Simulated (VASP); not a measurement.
**C: equation of state with PBE**

The system is C.

```
C
1.0
     3.44462    0.00000    0.00000
     0.00000    3.44462    0.00000
     0.00000    0.00000    4.43702
C
4
Direct
  0.19909 0.50000 0.00000
  0.80091 0.50000 0.00000
  0.50000 0.19909 0.00000
  0.50000 0.80091 0.00000
```

The cell was built by a generator and needn't be a form met in nature.

* Program: VASP 6.6.1
* Task: equation of state
* Functional: PBE
* Potentials or basis: VASP PAW PBE potentials, release 64 (C)
* Cutoff: 520 eV
* k mesh: 8 × 8 × 6
* Occupations: fermi-dirac, width 0.05 eV
* Spin: no spin polarisation

```yaml
Equilibrium_volume: 13.18 Å³/atom
Bulk_modulus_at_fixed_shape_and_positions: 176 GPa
Pressure_derivative_of_the_bulk_modulus: 3.5
```

Energy against volume, from the lowest point:
| volume (Å³/atom) | energy (meV/atom) |
| --- | --- |
| 12.372 | 29.54 |
| 12.635 | 12.93 |
| 12.899 | 3.30 |
| 13.162 | 0.00 |
| 13.425 | 2.51 |
| 13.688 | 10.32 |
| 13.951 | 22.96 |

All runs of the series together: 2.3 min on 1 thread of Intel(R) Xeon(R) 6975P-C (Granite Rapids) (shared host).

Caveat: the cell was scaled at fixed shape and fractional positions, which overstates the stiffness of a crystal with free parameters, most of all of layers and chains; this functional lacks dispersion, which binds the layers, so the pressure and a relaxed spacing across them are unreliable.
